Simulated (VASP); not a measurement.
# In (Im-3m) in VASP: notebook

The runs below take In through relaxation of cell and atoms, single point, with PBE.

All numbers are computed with VASP 6.6.1; they aren't measurements. Logs are shortened: lines on timing, memory, paths and dates and some standing lists are left out, and cuts for length are marked.

## 1. The crystal as given

It takes space group Im-3m (No. 229, cubic). Conventional cell: a = 3.765 Å, b = 3.765 Å, c = 3.765 Å, α = 90.00°, β = 90.00°, γ = 90.00°. In (site symmetry m-3m) has 8 In at 3.26 Å as nearest neighbours.

This isn't the form of In at room conditions, which is tetragonal.

## 2. Relaxation of cell and atoms, PBE

Contents of INCAR:

```
ALGO     = Normal         # electronic algorithm
EDIFF    = 1E-6           # SCF threshold, eV
EDIFFG   = -0.01          # ionic threshold
ENCUT    = 600            # plane-wave cutoff, eV
GGA      = PE             # functional
IBRION   = 2              # ionic algorithm
ISIF     = 3              # what is computed and relaxed
ISMEAR   = 0              # smearing method
LASPH    = True           # aspherical terms in the spheres
LCHARG   = False          # write CHGCAR
LREAL    = False          # projectors in reciprocal space
LWAVE    = False          # write WAVECAR
NELM     = 100            # most SCF steps
NSW      = 100            # ionic steps
PREC     = Accurate       # precision mode
SIGMA    = 0.1            # smearing width, eV
```

Contents of KPOINTS:

```
k-points
0
Gamma
  16 16 16
```

Contents of POSCAR:

```
In
1.0
   -1.8825252400      1.8825252400      1.8825252400
    1.8825252400     -1.8825252400      1.8825252400
    1.8825252400      1.8825252400     -1.8825252400
In
1
Direct
    0.0000000000      0.0000000000      0.0000000000
```

Potentials or basis: VASP PAW PBE potentials, release 64 (In_d).

Run with:

```console
$ cat potpaw_PBE.64/In_d/POTCAR > POTCAR
$ mpirun -np 1 vasp_std > vasp.out
```

OUTCAR:

```text
EDIFF = 1E-6
   EDIFFG = -0.01
   ENCUT = 600
   GGA = PE
   IBRION = 2
   ISIF = 3
   ISMEAR = 0
   LASPH = True
   LREAL = False
   NELM = 100
   NSW = 100
   PREC = Accurate

 ion  position               nearest neighbor table
   1  0.000  0.000  0.000-

  LATTYP: Found a body centered cubic cell.
 ALAT       =     3.7650504800

  Lattice vectors:

 A1 = (  -1.8825252400,   1.8825252400,   1.8825252400)
 A2 = (   1.8825252400,  -1.8825252400,   1.8825252400)
 A3 = (   1.8825252400,   1.8825252400,  -1.8825252400)

Analysis of symmetry for initial positions (statically):
=====================================================================
 Subroutine PRICEL returns:
 Original cell was already a primitive cell.

 Routine SETGRP: Setting up the symmetry group for a
 body centered cubic supercell.

 Subroutine GETGRP returns: Found 48 space group operations
 (whereof 48 operations were pure point group operations)
 out of a pool of 48 trial point group operations.

The static configuration has the point symmetry O_h .

Analysis of symmetry for dynamics (positions and initial velocities):
=====================================================================
 Subroutine PRICEL returns:
 Original cell was already a primitive cell.

 Routine SETGRP: Setting up the symmetry group for a
 body centered cubic supercell.

 Subroutine GETGRP returns: Found 48 space group operations
 (whereof 48 operations were pure point group operations)
 out of a pool of 48 trial point group operations.

The dynamic configuration has the point symmetry O_h .

 Subroutine INISYM returns: Found 48 space group operations
 (whereof 48 operations are pure point group operations),
 and found     1 'primitive' translations

----------------------------------------------------------------------------------------

                                     Primitive cell

  volume of cell :      26.6859

  direct lattice vectors                    reciprocal lattice vectors
    -1.882525240  1.882525240  1.882525240     0.000000000  0.265600689  0.265600689
     1.882525240 -1.882525240  1.882525240     0.265600689  0.000000000  0.265600689
     1.882525240  1.882525240 -1.882525240     0.265600689  0.265600689  0.000000000

  length of vectors
     3.260629362  3.260629362  3.260629362     0.375616096  0.375616096  0.375616096

  position of ions in fractional coordinates (direct lattice)
     0.000000000  0.000000000  0.000000000

  ion indices of the primitive-cell ions
   primitive index   ion index
                 1           1

----------------------------------------------------------------------------------------

 KPOINTS: k-points

[... 62 lines left out ...]
   LNONCOLLINEAR =      F non collinear calculations
   LSORBIT =      F    spin-orbit coupling
   LASPH  =      T    aspherical Exc in radial PAW
   ENCUT  =  600.0 eV  44.10 Ry    6.64 a.u.   6.51  6.51  6.51*2*pi/ulx,y,z
   NELM   =    100;   NELMIN=  2; NELMDL= -5     # of ELM steps
   EDIFF  = 0.1E-05   stopping-criterion for ELM
   LREAL  =      F    real-space projection
   EDIFFG = -.1E-01   stopping-criterion for IOM
   NSW    =    100    number of steps for IOM
   IBRION =      2    ionic relax: 0-MD 1-quasi-New 2-CG
   NFREE  =      1    steps in history (QN), initial steepest desc. (CG)
   ISIF   =      3    stress and relaxation
   ISYM   =      2    0-nonsym 1-usesym 2-fastsym
   POTIM  = 0.5000    time-step for ionic-motion
   TEBEG  =    0.0;   TEEND  =   0.0 temperature during run
   PSTRESS=    0.0 pullay stress
   NELECT =      13.0000    total number of electrons
   NUPDOWN=      -1.0000    fix difference up-down
   EMIN   =  10.00;   EMAX   =-10.00  energy-range for DOS
   EFERMI =   0.00;   METHOD = LEGACY
   ISMEAR =     0;   SIGMA  =   0.10  broadening in eV -4-tet -1-fermi 0-gaus
   EFERMI_NEDOS =   21; number of points for ismear=-14 and -15
   IALGO  =     38    algorithm
   IMIX   =      4    mixing-type and parameters
     AMIX     =   0.40;   BMIX     =  1.00
     AMIX_MAG =   1.60;   BMIX_MAG =  1.00
  volume/ion in A,a.u.               =      26.69       180.09
  Fermi-wavevector in a.u.,A,eV,Ry     =   1.288136  2.434225 22.576080  1.659295
  Thomas-Fermi vector in A             =   2.420108
   LORBIT       =      0    0 simple, 1 ext, 2 COOP (PROOUT), +10 PAW based schemes
   GGA     = PE    functional components
   LHFCALC =     F    Hartree Fock is set to
   AEXX    =    0.0000 exact exchange contribution
   IVDW    =     0    specifies the selected vdW correction
   LEPSILON=     F    determine dielectric tensor
   LRPA    =     F    only Hartree local field effects (RPA)
 conjugate gradient relaxation of ions
 non-spin polarized calculation
 Gauss-broadening in eV      SIGMA  =   0.10
  energy-cutoff  :      600.00
  volume of cell :       26.69
 maximum number of plane-waves:       935
 NGX is ok and might be reduce to    28

--------------------------------------- Ionic step        1  -------------------------------------------

 number of electron      12.9999996 magnetization

 Free energy of the ion-electron system (eV)
  ---------------------------------------------------
  ext. energy  EPLUGINS =         0.00000000
  ---------------------------------------------------
  free energy    TOTEN  =        -2.54274927 eV

  energy without entropy =       -2.53927528  energy(sigma->0) =       -2.54101227

 E-fermi :   7.3170     XC(G=0): -10.1603

 val. band max:        7.3120615451   @ k =  -0.4375   0.5000   0.3125
 cond. band min:       7.3266972189   @ k =   0.3125   0.1250   0.0000
 fundamental gap:      0.0146356738
 Fermi energy:         7.3169788486

 k-point     1 :       0.0000    0.0000    0.0000
  band No.  band energies     occupation
      1      -7.3570      2.00000
      2      -7.3570      2.00000
      3      -7.3570      2.00000
      4      -7.0929      2.00000
      5      -7.0929      2.00000
      6      -2.1017      2.00000
      7      18.2029      0.00000
      8      18.2029      0.00000
      9      18.2029      0.00000
     10      20.2495      0.00000
[... 368 lines left out ...]
--------------------------------------- Ionic step        3  -------------------------------------------

 number of electron      13.0000004 magnetization

 Free energy of the ion-electron system (eV)
  ---------------------------------------------------
  ext. energy  EPLUGINS =         0.00000000
  ---------------------------------------------------
  free energy    TOTEN  =        -2.54868065 eV

  energy without entropy =       -2.54559658  energy(sigma->0) =       -2.54713862

 E-fermi :   6.8583     XC(G=0):  -9.9628

 val. band max:        6.8480357273   @ k =   0.3125   0.1250   0.0000
 cond. band min:       6.8727028540   @ k =  -0.4375   0.5000   0.3125
 fundamental gap:      0.0246671267
 Fermi energy:         6.8583188889

 k-point     1 :       0.0000    0.0000    0.0000
  band No.  band energies     occupation
      1      -7.7750      2.00000
      2      -7.7750      2.00000
      3      -7.7750      2.00000
      4      -7.5383      2.00000
      5      -7.5383      2.00000
      6      -2.2821      2.00000
      7      17.2903      0.00000
      8      17.2903      0.00000
      9      17.2903      0.00000
     10      19.6558      0.00000
[... 327 lines left out ...]
  FREE ENERGIE OF THE ION-ELECTRON SYSTEM (eV)
  ---------------------------------------------------
  free  energy   TOTEN  =        -2.5486806475 eV

  energy  without entropy=       -2.5455965831  energy(sigma->0) =       -2.54713862

 reached required accuracy - stopping structural energy minimisation
```

CONTCAR:

```text
In
   1.00000000000000
    -1.9092080257261539    1.9092080257261539    1.9092080257261539
     1.9092080257261539   -1.9092080257261539    1.9092080257261539
     1.9092080257261539    1.9092080257261539   -1.9092080257261539
  In
     1
Direct
     0.0000000000000000    0.0000000000000000    0.0000000000000000

  0.00000000E+00  0.00000000E+00  0.00000000E+00
```

It took 67 s on 1 thread of Intel Xeon Platinum 8259CL at 2.50GHz (Skylake/Cascade Lake), shared host; peak memory 0.2 GiB.

Results:

```
Free energy                            : -2.5487 eV
Relaxed volume                         : 27.84 Å³/atom
Relaxed cell                           : a = 3.307 Å, b = 3.307 Å, c = 3.307 Å, α = 109.47°, β = 109.47°, γ = 109.47°
Space group after relaxing (to 0.05 Å) : Im-3m (No. 229)
Energy gained by relaxing              : 5.9 meV/atom
Ionic steps                            : 3
Pressure after relaxing                : 0.0 GPa
Band gap on the k mesh                 : none (metal or under the smearing width)
```

The path:
```
step  energy change (eV)  largest force (eV/Å)  pressure (GPa)  volume (Å³)
   1              0.0000                0.0000            1.67        26.69
   2             -0.0059                0.0000            0.09        27.77
   3             -0.0059                0.0000            0.05        27.84
```

Final structure:
```
CELL_PARAMETERS angstrom
-1.90921 1.90921 1.90921
1.90921 -1.90921 1.90921
1.90921 1.90921 -1.90921
ATOMIC_POSITIONS crystal
In 0.00000 0.00000 0.00000
```

## 3. Single point, PBE

This run uses another cell than the first one: it holds 3 atoms, not 1.

Contents of INCAR:

```
PREC = Accurate
ENCUT = 520
EDIFF = 1E-7
ISMEAR = 0
SIGMA = 0.1
LREAL = False
LASPH = True
NELM = 100
ALGO = Normal
ISIF = 2
LWAVE = False
LCHARG = False
GGA = PE
NBANDS = 26
```

Contents of KPOINTS:

```
Automatic mesh
0
Gamma
  6 6 6
```

Contents of POSCAR:

```
In
1.0
    1.6696368166      0.9639652655      8.2074632500
   -1.6696368166      0.9639652655      8.2074632500
    0.0000000000     -1.9279305310      8.2074632500
In
3
Direct
    0.0000000000      0.0000000000      0.0000000000
    0.7780122400      0.7780122400      0.7780122400
    0.2219877600      0.2219877600      0.2219877600
```

Potentials or basis: VASP PAW PBE potentials, release 64 (In_d).

Run with:

```console
$ cat potpaw_PBE.64/In_d/POTCAR > POTCAR
$ mpirun -np 1 vasp_std > vasp.out
```

Run time: 3.8 min. Hardware: 1 thread of Intel Xeon Platinum 8259CL at 2.50GHz (Skylake/Cascade Lake), shared host; peak memory 0.51 GiB.

Results (log left out):

```yaml
Free_energy: -7.7351 eV
Pressure: 1.4 GPa
Largest_force: 0.013 eV/Å
Band_gap_on_the_k_mesh: none (metal or under the smearing width)
```

Forces in eV/Å, atoms in the order of the input:
```
In   0.000  0.000  0.000
In   0.000  0.000  0.013
In   0.000  0.000 -0.013
```

Stress tensor (GPa, compression positive):
```
1.86 0.00 0.00
0.00 1.86 0.00
0.00 0.00 0.46
```

Levels at points of the mesh, in eV from the Fermi level:
```
           k point  band 15  band 16  band 17  band 18  band 19  band 20  band 21  band 22  band 23  band 24
(0.00, 0.00, 0.00)   -14.27    -9.39    -6.95    -6.93     0.58     0.60     8.84     8.84     8.92     8.92
(0.50, 0.00, 0.00)   -14.20    -4.67    -4.07    -2.91    -2.64    -1.05    -0.95     3.38     4.17     4.83
(0.50, 0.50, 0.00)   -14.19    -4.41    -4.14    -3.38    -2.94    -0.31    -0.21     1.99     3.43     4.13
(0.50, 0.50, 0.50)   -14.24    -8.80    -8.78    -4.27    -3.27     5.86     5.91     8.42     8.42     9.80
```

Caveat: the k mesh is coarse (spacing up to 0.36 Å⁻¹), so the values aren't converged.

## 4. Single point, PBE

This run uses another cell than the first one: it holds 2 atoms, not 1.

Contents of INCAR:

```
PREC     = Accurate       # precision mode
ENCUT    = 520            # plane-wave cutoff, eV
EDIFF    = 1E-6           # SCF threshold, eV
ISMEAR   = 0              # smearing method
SIGMA    = 0.1            # smearing width, eV
LREAL    = F              # projectors in reciprocal space
LASPH    = T              # aspherical terms in the spheres
NELM     = 100            # most SCF steps
ALGO     = Fast           # electronic algorithm
ISIF     = 2              # what is computed and relaxed
LWAVE    = F              # write WAVECAR
LCHARG   = F              # write CHGCAR
GGA      = PE             # functional
NBANDS   = 20             # bands
```

Contents of KPOINTS:

```
regular mesh
0
Gamma
  6 6 6
```

Contents of POSCAR:

```
In
1.0
    1.9750302651      1.1402842553      4.2539044868
   -1.9750302651      1.1402842553      4.2539044868
    0.0000000000     -2.2805685105      4.2539044868
In
2
Direct
    0.2500189216      0.2500189216      0.2500189216
    0.7499810784      0.7499810784      0.7499810784
```

Run with:

```console
$ cat potpaw_PBE.64/In_d/POTCAR > POTCAR
$ mpirun -np 1 vasp_std > vasp.out
```

Run time: 43 s. Hardware: 1 thread of Intel Xeon Platinum 8259CL at 2.50GHz (Skylake/Cascade Lake), shared host; peak memory 0.21 GiB.

It converged, with:

| Item | Value |
| --- | --- |
| Free energy | -5.0199 eV |
| Pressure | -0.2 GPa |
| Band gap on the k mesh | none (metal or under the smearing width) |

Forces on the atoms (eV/Å):
```
In   0.000  0.000 -0.002
In   0.000  0.000  0.002
```

Stress tensor (GPa, compression positive):
```
-0.24  0.00  0.00
 0.00 -0.24  0.00
 0.00  0.00  0.02
```

Levels at points of the mesh, in eV from the Fermi level:
| k point | band 9 | band 10 | band 11 | band 12 | band 13 | band 14 | band 15 | band 16 | band 17 | band 18 |
| --- | --- | --- | --- | --- | --- | --- | --- | --- | --- | --- |
| (0.00, 0.00, 0.00) | -14.06 | -14.06 | -8.90 | -0.53 | 0.57 | 3.82 | 3.82 | 7.50 | 7.53 | 7.53 |
| (0.50, 0.00, 0.00) | -14.37 | -14.37 | -5.32 | -5.32 | 1.40 | 1.40 | 3.54 | 3.54 | 4.36 | 4.36 |
| (0.50, 0.50, 0.00) | -14.22 | -14.05 | -5.16 | -3.23 | -1.85 | -1.49 | 0.92 | 4.54 | 9.00 | 9.21 |
| (0.50, 0.50, 0.50) | -14.40 | -14.40 | -6.68 | -6.68 | 4.86 | 4.86 | 4.86 | 4.86 | 6.65 | 6.65 |

## 5. Relaxation of cell and atoms, PBE

This run uses another cell than the first one: it holds 2 atoms, not 1.

Contents of INCAR:

```
ALGO = Fast
EDIFF = 1E-7
EDIFFG = -0.04
ENCUT = 600
GGA = PE
IBRION = 2
ISIF = 3
ISMEAR = 0
LASPH = True
LCHARG = False
LREAL = False
LWAVE = False
NELM = 100
NSW = 90
PREC = Accurate
SIGMA = 0.1
```

Contents of KPOINTS:

```
k-points
0
Gamma
  6 6 6
```

Contents of POSCAR:

```
In
1.0
    2.0479091869      1.1823609204      3.7976020570
   -2.0479091869      1.1823609204      3.7976020570
    0.0000000000     -2.3647218407      3.7976020570
In
2
Direct
    0.2275400000      0.2275400000      0.2275400000
    0.7724600000      0.7724600000      0.7724600000
```

Run with:

```console
$ cat potpaw_PBE.64/In_d/POTCAR > POTCAR
$ mpirun -np 1 vasp_std > vasp.out
```

It took 14 min on 1 thread of Intel Xeon Platinum 8259CL at 2.50GHz (Skylake/Cascade Lake), shared host; peak memory 0.23 GiB.

The run converged. Its results:

| Item | Value |
| --- | --- |
| Free energy | -5.0188 eV |
| Relaxed volume | 28.64 Å³/atom |
| Relaxed cell | a = 4.826 Å, b = 4.826 Å, c = 4.826 Å, α = 48.21°, β = 48.21°, γ = 48.21° |
| Space group after relaxing (to 0.05 Å) | R-3m (No. 166) |
| Energy gained by relaxing | 319.0 meV/atom |
| Ionic steps | 23 |
| Pressure after relaxing | 0.0 GPa |
| Largest force after relaxing | 0.021 eV/Å |
| Band gap on the k mesh | none (metal or under the smearing width) |

Forces on the atoms (eV/Å):
```
In   0.000  0.000  0.021
In   0.000  0.000 -0.021
```

Step by step:
| step | energy change (eV) | largest force (eV/Å) | pressure (GPa) | volume (Å³) |
| --- | --- | --- | --- | --- |
| 1 | 0.0000 | 1.9607 | 6.95 | 55.17 |
| 2 | -0.3746 | 0.7380 | -1.38 | 65.28 |
| 3 | -0.3776 | 0.6703 | -1.82 | 66.43 |
| 4 | -0.4588 | 0.5948 | -1.50 | 64.02 |
| 5 | -0.5358 | 0.1243 | 1.54 | 57.12 |
| 6 | -0.5475 | 0.1760 | 0.16 | 59.26 |
| 7 | -0.5485 | 0.1111 | 0.52 | 58.75 |
| 8 | -0.5574 | 0.0199 | 0.02 | 59.42 |
| 9 | -0.5584 | 0.0860 | -0.20 | 59.76 |
| 10 | -0.5646 | 0.0670 | -0.14 | 59.35 |
| 11 | -0.6002 | 0.0020 | 0.16 | 58.07 |
| 12 | -0.6270 | 0.1846 | 1.33 | 55.27 |
| 13 | -0.6282 | 0.1390 | 1.01 | 55.89 |
| 14 | -0.6286 | 0.1597 | 1.10 | 55.62 |
| 15 | -0.6301 | 0.1626 | 1.07 | 55.65 |
| 16 | -0.6306 | 0.1654 | 1.01 | 55.68 |
| 17 | -0.6322 | 0.1516 | 0.89 | 55.87 |
| 18 | -0.6355 | 0.1163 | 0.48 | 56.47 |
| 19 | -0.6374 | 0.0511 | -0.28 | 57.67 |
| 20 | -0.6375 | 0.0646 | -0.09 | 57.39 |
| 21 | -0.6375 | 0.0621 | -0.10 | 57.43 |
| 22 | -0.6377 | 0.0524 | -0.09 | 57.39 |
| 23 | -0.6380 | 0.0214 | -0.02 | 57.28 |

Final structure:
```
In
1.0
     1.97121    1.13808    4.25576
    -1.97121    1.13808    4.25576
     0.00000   -2.27616    4.25576
In
2
Direct
  0.24980 0.24980 0.24980
  0.75020 0.75020 0.75020
```

Levels at points of the mesh, in eV from the Fermi level:
| k point | band 9 | band 10 | band 11 | band 12 | band 13 | band 14 | band 15 | band 16 | band 17 |
| --- | --- | --- | --- | --- | --- | --- | --- | --- | --- |
| (0.00, 0.00, 0.00) | -14.05 | -14.05 | -8.92 | -0.56 | 0.56 | 3.85 | 3.85 | 7.55 | 7.56 |
| (0.50, 0.00, 0.00) | -14.37 | -14.37 | -5.32 | -5.32 | 1.38 | 1.40 | 3.55 | 3.57 | 4.38 |
| (0.50, 0.50, 0.00) | -14.22 | -14.05 | -5.16 | -3.24 | -1.84 | -1.50 | 0.93 | 4.56 | 9.01 |
| (0.50, 0.50, 0.50) | -14.40 | -14.40 | -6.71 | -6.68 | 4.89 | 4.89 | 4.90 | 4.90 | 6.69 |

## 6. Single point, PBE

This run uses another cell than the first one: it holds 2 atoms, not 1.

Contents of INCAR:

```
SYSTEM = In
  PREC = Accurate
  ENCUT = 520
  EDIFF = 1E-7
  ISMEAR = 0
  SIGMA = 0.1
  LREAL = .False.
  LASPH = .True.
  NELM = 100
  ALGO = Fast
  ISIF = 2
  LWAVE = .False.
  LCHARG = .False.
  GGA = PE
  NBANDS = 20
```

Contents of KPOINTS:

```
regular mesh
0
Gamma
  6 6 6
  0 0 0
```

POSCAR is that of step 5.

Potentials or basis: VASP PAW PBE potentials, release 64 (In_d).

Run with:

```console
$ cat potpaw_PBE.64/In_d/POTCAR > POTCAR
$ mpirun -np 1 vasp_std > vasp.out
```

Run time: 61 s. Hardware: 1 thread of Intel Xeon Platinum 8259CL at 2.50GHz (Skylake/Cascade Lake), shared host; peak memory 0.21 GiB.

Results (log left out):

```yaml
Free_energy: -4.3807 eV
Pressure: 6.9 GPa
Largest_force: 1.960 eV/Å
Band_gap_on_the_k_mesh: none (metal or under the smearing width)
```

Forces in eV/Å, atoms in the order of the input:
```
In   0.000  0.000  1.960
In   0.000  0.000 -1.960
```

Stress tensor (GPa, compression positive):
```
7.88 0.00 0.00
0.00 7.88 0.00
0.00 0.00 4.98
```

Levels at points of the mesh, in eV from the Fermi level:
```tsv
k point	band 10	band 11	band 12	band 13	band 14	band 15	band 16	band 17
(0.00, 0.00, 0.00)	-14.08	-9.39	1.34	2.27	2.75	2.75	6.21	7.03
(0.50, 0.00, 0.00)	-14.27	-6.21	-5.52	1.47	1.95	3.64	4.24	4.43
(0.50, 0.50, 0.00)	-14.10	-5.66	-3.92	-1.19	-0.81	-0.13	3.86	10.48
(0.50, 0.50, 0.50)	-14.28	-7.53	-5.30	3.23	3.23	4.52	4.52	5.12
```

Caveat: forces of over 1 eV/Å show positions far from the minimum, so gaps and moduli don't describe the material at rest.

## 7. The runs side by side

| task | cell | k mesh | cutoff (eV) | mesh quality | gap on the mesh (eV) | pressure (GPa) | relaxed volume (Å³/atom) | largest force (eV/Å) |
| --- | --- | --- | --- | --- | --- | --- | --- | --- |
| relaxation of cell and atoms | relaxed | 16 × 16 × 16 | 600 | not flagged | none | 0.0 | 27.84 | - |
| single point | R-3m, 26.42 Å³/atom | 6 × 6 × 6 | 520 | coarse | none | 1.4 | - | 0.01 |
| single point | R-3m, 28.74 Å³/atom | 6 × 6 × 6 | 520 | not flagged | none | -0.2 | - | - |
| relaxation of cell and atoms | relaxed | 6 × 6 × 6 | 600 | not flagged | none | 0.0 | 28.64 | 0.02 |
| single point | R-3m, 27.59 Å³/atom | 6 × 6 × 6 | 520 | not flagged | none | 6.9 | - | 1.96 |

Alike in all rows: level PBE; potentials or basis VASP PAW PBE potentials, release 64 (In_d); no spin polarisation; smearing gaussian 0.1 eV.

Caveats: some runs use coarse meshes; forces of over 1 eV/Å show positions far from the minimum, so gaps and moduli don't describe the material at rest (some runs).

Absolute energies hang on the potentials; compare differences alone.
